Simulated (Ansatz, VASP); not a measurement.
# One calculation of Al, two programs

Contents of INCAR:

```
PREC = Accurate
ENCUT = 520
EDIFF = 1E-6
ISMEAR = -1
SIGMA = 0.08
LREAL = False
LASPH = True
NELM = 80
ALGO = Normal
ISIF = 2
LWAVE = False
LCHARG = True
GGA = PS
LELF = True
LVHAR = True
NBANDS = 8
```

The input KPOINTS:

```
regular mesh
0
Gamma
  16 16 16
```

File POSCAR:

```
Al
1.0
    2.4546685157      0.0000000000      0.0000000000
    0.0000000000      2.4546685157      0.0000000000
    0.0000000000      0.0000000000      2.4546685157
Al
1
Direct
    0.0000000000      0.0000000000      0.0000000000
```

Input for Ansatz:

```yaml
crystal:
  lattice:
    - [2.4546685157, 0.0, 0.0]
    - [0.0, 2.4546685157, 0.0]
    - [0.0, 0.0, 2.4546685157]
  atoms:
    - { symbol: Al, position: [0.0, 0.0, 0.0] }
kpoints:
  mp_grid: { grid: [16, 16, 16] }
  band_path:
    path:
      - [0.0, 0.0, 0.0]
      - [0.0, 0.5, 0.0]
      - [0.5, 0.5, 0.0]
      - [0.0, 0.0, 0.0]
      - [0.5, 0.5, 0.5]
      - [0.0, 0.5, 0.0]
      - [0.5, 0.5, 0.5]
      - [0.5, 0.5, 0.0]
    npoints: 8
scf:
  occupations: { method: fermi_dirac, width: 0.08 }
hamiltonian:
  xc: pbesol
  pseudopotentials: { kind: all_electron, lapw: { basis_error: 0.001 } }
output:
  forces: true
  stress: true
  eigenvalues: true
  populations: true
  dos: { projected: true, de: 0.2, e_range: [-14, 8] }
```

Change from the starting cell: volume scaled by 0.75, LAPW.

Alike in both runs: task single point; functional PBEsol; k mesh 16 × 16 × 16; occupations fermi-dirac, width 0.08 eV; no spin polarisation.

```csv
,VASP,Ansatz
version,VASP 6.6.1,Ansatz 0.2.0
potentials or method,"VASP PAW PBE potentials, release 64 (Al)","all-electron LAPW, scalar-relativistic"
plane-wave cutoff (eV),520,see its input
```

```csv
,VASP,Ansatz,Ansatz less VASP
pressure (GPa),32.0,31.5,-0.47
```

Ansatz ran all-electron here, so the differences hold the error of VASP's frozen core and of both bases.

Caveats: so large a pressure means that the cell lies far from this level's equilibrium, or that cutoff or potentials fall short (VASP); the potentials were made for another functional, which shifts forces and pressure (VASP).
